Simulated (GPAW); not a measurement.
V:

```xyz
1
Lattice="2.6229 0.0000 0.0000 -0.8743 2.4729 0.0000 -0.8743 -1.2365 2.1416" Properties=species:S:1:pos:R:3 pbc="T T T"
V     0.0000    0.0000    0.0000
```

The cell isn't the ideal one: the cell as VASP's run set it.

Base run:

* Program: GPAW 26.7.0
* Functional: PBE
* Potentials or basis: GPAW PAW data sets (gpaw-data 1.2.1)
* Cutoff: 600 eV
* Basis: pw
* k mesh: 12 × 12 × 12
* Occupations: gaussian, width 0.02 eV
* Spin: collinear spin, ferromagnetic start
* Starting moments: [2.0] μB

Its results: band gap on the k mesh none (metal or under the smearing width); pressure -4.2 GPa; net moment 0.11 μB per cell.

Task: The run is repeated on the same cell with these changes: occupations from gaussian, width 0.02 eV to fermi-dirac, width 0.05 eV. What comes out?

Result: Band gap on the k mesh none (metal or under the smearing width); pressure -4.3 GPa; net moment 0.00 μB per cell.

Not every run made on this cell is shown here.
